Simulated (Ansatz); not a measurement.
Starting cell, BeO (wurtzite):

```
CELL_PARAMETERS angstrom
      2.71181     0.00000     0.00000
     -1.35591     2.34850     0.00000
      0.00000     0.00000     4.40456
ATOMIC_POSITIONS crystal
  Be 0.66667 0.33333 0.00149
  Be 0.33333 0.66667 0.50149
  O  0.66667 0.33333 0.62371
  O  0.33333 0.66667 0.12371
```

In each cell atom 2 (Be, nearest neighbour O at 1.656 Å; its periodic images, 2.7 Å or more away, move with it) moves by s·(1.000, 0.000, 0.000) (along Cartesian x), the rest being held.

These are PBE (plane waves to 420 eV, PAW, scalar-relativistic; Ansatz, a program for electronic structure) values and carry that method's errors. k mesh 11×11×6 (Γ-centred), Fermi-Dirac smearing 0.05 eV. The energy includes the smearing's −TS. BeO was relaxed with its symmetry unable to fall. ΔE is measured from the undisplaced structure.

```
s (Å)   ΔE (meV/cell)
------  -------------
-0.500           1660
-0.400       withheld
-0.300            527
-0.200            224
-0.100             54
0.000               0
0.100              54
0.200             224
0.300             527
0.400        withheld
0.500            1660
```

**Question.** Fit an even polynomial form (powers 2, 4) to the given rows and predict ΔE at s = -0.400.

**Answer.** Least squares on the 9 given rows: ΔE = (5410)·s² + (4921)·s⁴, in meV/cell with s in Å; root-mean-square residual 0.3 meV/cell. At -0.400 the fit gives 992 meV/cell; the calculation gives 993 meV/cell, so the interpolation is off by -1 (-0.1 %). The quadratic term alone would give 866 meV/cell.

(For displaced atoms, the force is minus the slope of the energy, and its curvature is a force constant, which sets phonon frequencies.)
